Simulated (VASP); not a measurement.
# Sr (Im-3m) in VASP: notebook, part 2 of 2

VASP 6.6.1. Earlier steps stand in the parts before.

## 4. Single point, PBE, non-collinear spin, zero start, spin-orbit coupling

Contents of INCAR:

```
SYSTEM = Sr
PREC     = Accurate       ! precision mode
ENCUT    = 520            ! plane-wave cutoff, eV
EDIFF    = 1E-6           ! SCF threshold, eV
ISMEAR   = -1             ! smearing method
SIGMA    = 0.05           ! smearing width, eV
LREAL    = .False.        ! projectors in reciprocal space
LASPH    = .True.         ! aspherical terms in the spheres
NELM     = 150            ! most SCF steps
ALGO     = Fast           ! electronic algorithm
ISIF     = 2              ! what is computed and relaxed
LWAVE    = .False.        ! write WAVECAR
LCHARG   = .False.        ! write CHGCAR
MAGMOM   = 0 0 0          ! initial moments
LORBIT   = 11             ! projections on sites
LSORBIT  = .True.         ! spin-orbit coupling
GGA_COMPAT= .False.      
LORBMOM  = .True.       
GGA      = PE             ! functional
NBANDS   = 21             ! bands
```

Contents of KPOINTS:

```
regular mesh
0
Gamma
  10 10 10
  0 0 0
```

Contents of POSCAR:

```
Sr
1.0
   -2.4250000000      2.4250000000      2.4250000000
    2.4250000000     -2.4250000000      2.4250000000
    2.4250000000      2.4250000000     -2.4250000000
Sr
1
Direct
    0.0000000000      0.0000000000      0.0000000000
```

Potentials or basis: VASP PAW PBE potentials, release 64 (Sr_sv).

Command:

```
> cat potpaw_PBE.64/Sr_sv/POTCAR > POTCAR
> mpirun -np 1 vasp_ncl > vasp.out
```

OUTCAR:

```text
SYSTEM = Sr
   PREC = Accurate
   ENCUT = 520
   EDIFF = 1E-6
   ISMEAR = -1
   LREAL = .False.
   LASPH = .True.
   NELM = 150
   ISIF = 2
   LORBIT = 11
   LSORBIT = .True.
   GGA = PE

 ion  position               nearest neighbor table
   1  0.000  0.000  0.000-

  LATTYP: Found a body centered cubic cell.
 ALAT       =     4.8500000000

  Lattice vectors:

 A1 = (  -2.4250000000,   2.4250000000,   2.4250000000)
 A2 = (   2.4250000000,  -2.4250000000,   2.4250000000)
 A3 = (   2.4250000000,   2.4250000000,  -2.4250000000)

Analysis of symmetry for initial positions (statically):
=====================================================================
 Subroutine PRICEL returns:
 Original cell was already a primitive cell.

 Routine SETGRP: Setting up the symmetry group for a
 body centered cubic supercell.

 Subroutine GETGRP returns: Found 48 space group operations
 (whereof 48 operations were pure point group operations)
 out of a pool of 48 trial point group operations.

The static configuration has the point symmetry O_h .

Analysis of symmetry for dynamics (positions and initial velocities):
=====================================================================
 Subroutine PRICEL returns:
 Original cell was already a primitive cell.

 Routine SETGRP: Setting up the symmetry group for a
[... 785 lines left out ...]

  energy  without entropy=       -1.7091703961  energy(sigma->0) =       -1.71452591

 orbital moment (x)

 # of ion     p       d       tot
 ----------------------------------------
  1        -0.000  -0.000  -0.000
 ----------------------------------------
           -0.000  -0.000  -0.000

 orbital moment (y)

 # of ion     p       d       tot
 ----------------------------------------
  1         0.000   0.000   0.000
 ----------------------------------------
            0.000   0.000   0.000

 orbital moment (z)

 # of ion     p       d       tot
 ----------------------------------------
  1         0.000  -0.000  -0.000
 ----------------------------------------
            0.000  -0.000  -0.000

 Spin-Orbit-Coupling matrix elements

 Ion:    1  E_soc:     -0.1771107
 l=   1
     0.0000000    -0.0295192    -0.0295192
    -0.0295192     0.0000000    -0.0295192
    -0.0295192    -0.0295192     0.0000000
 l=   2
     0.0000000     0.0000033     0.0000000     0.0000033    -0.0000025
     0.0000033     0.0000000    -0.0000019     0.0000033    -0.0000006
     0.0000000    -0.0000019     0.0000000    -0.0000019     0.0000000
     0.0000033     0.0000033    -0.0000019     0.0000000    -0.0000006
    -0.0000025    -0.0000006     0.0000000    -0.0000006     0.0000000
 l=   3
     0.0000000     0.0000000     0.0000000     0.0000000     0.0000000     0.0000000     0.0000000
     0.0000000     0.0000000     0.0000000     0.0000000     0.0000000     0.0000000     0.0000000
     0.0000000     0.0000000     0.0000000     0.0000000     0.0000000     0.0000000     0.0000000
     0.0000000     0.0000000     0.0000000     0.0000000     0.0000000     0.0000000     0.0000000
     0.0000000     0.0000000     0.0000000     0.0000000     0.0000000     0.0000000     0.0000000
     0.0000000     0.0000000     0.0000000     0.0000000     0.0000000     0.0000000     0.0000000
     0.0000000     0.0000000     0.0000000     0.0000000     0.0000000     0.0000000     0.0000000

 total charge

# of ion       s       p       d       tot
------------------------------------------
    1        2.062   5.732   0.129   7.923

 magnetization (x)

# of ion       s       p       d       tot
------------------------------------------
    1        0.000  -0.000   0.000   0.000

 magnetization (y)

# of ion       s       p       d       tot
------------------------------------------
    1       -0.000  -0.000   0.000  -0.000

 magnetization (z)

# of ion       s       p       d       tot
------------------------------------------
    1        0.000  -0.000   0.000   0.000
```

OSZICAR:

```text
N       E                     dE             d eps       ncg     rms          rms(c)
DAV:   1     0.494998992651E+02    0.49500E+02   -0.44527E+03  1974   0.810E+02
DAV:   2     0.187725106152E+01   -0.47623E+02   -0.46649E+02  2484   0.191E+02
DAV:   3    -0.163701067491E+01   -0.35143E+01   -0.34857E+01  3389   0.350E+01
DAV:   4    -0.171377728946E+01   -0.76767E-01   -0.76519E-01  2622   0.441E+00
DAV:   5    -0.171560331075E+01   -0.18260E-02   -0.18258E-02  2827   0.505E-01    0.183E+01
RMM:   6    -0.171773270835E+01   -0.21294E-02   -0.67732E-03  2123   0.987E-01    0.108E+01
RMM:   7    -0.171889974758E+01   -0.11670E-02   -0.31373E-03  2300   0.713E-01    0.613E+00
RMM:   8    -0.171968754730E+01   -0.78780E-03   -0.50519E-03  2510   0.860E-01    0.226E-01
RMM:   9    -0.171981678138E+01   -0.12923E-03   -0.13427E-03  2771   0.239E-01    0.933E-02
RMM:  10    -0.171986035691E+01   -0.43576E-04   -0.23536E-04  3193   0.739E-02    0.508E-02
RMM:  11    -0.171987413569E+01   -0.13779E-04   -0.54114E-05  3302   0.306E-02    0.300E-02
RMM:  12    -0.171988335172E+01   -0.92160E-05   -0.12976E-05  2770   0.327E-02    0.218E-02
RMM:  13    -0.171988162083E+01    0.17309E-05   -0.76844E-06  2894   0.127E-02    0.234E-03
RMM:  14    -0.171988143148E+01    0.18935E-06   -0.19708E-06  2377   0.539E-03
   1 F= -.17198814E+01 E0= -.17145259E+01  d E =-.107110E-01  mag=    -0.0000     0.0000     0.0000
```

Wall time 2.6 min (1 thread of Intel Xeon Platinum 8259CL at 2.50GHz (Skylake/Cascade Lake), shared host); peak memory 0.34 GiB.

What came out:

* Free energy: -1.7199 eV
* Pressure: -0.6 GPa
* Net moment: 0.00 μB per cell
* Valence electrons inside the program's atomic spheres: Sr 7.92

Moments on the atoms (μB; x, y, z):
```
Sr  0.00 0.00 0.00
```

## 5. Overview

```csv
spin,k mesh,mesh quality,gap on the mesh (eV),pressure (GPa)
off,5 × 5 × 5,coarse,none,-0.6
off,3 × 3 × 3,coarse,none,-0.1
"non-collinear, zero start, SOC",10 × 10 × 10,not flagged,-,-0.6
```

Alike in all rows: task single point; level PBE; potentials or basis VASP PAW PBE potentials, release 64 (Sr_sv); cell as given; cutoff (eV) 520; smearing fermi-dirac 0.05 eV.

Caveats: some runs use coarse meshes.

Total energies depend on the potentials used, so only differences within one code and one set of settings carry meaning.
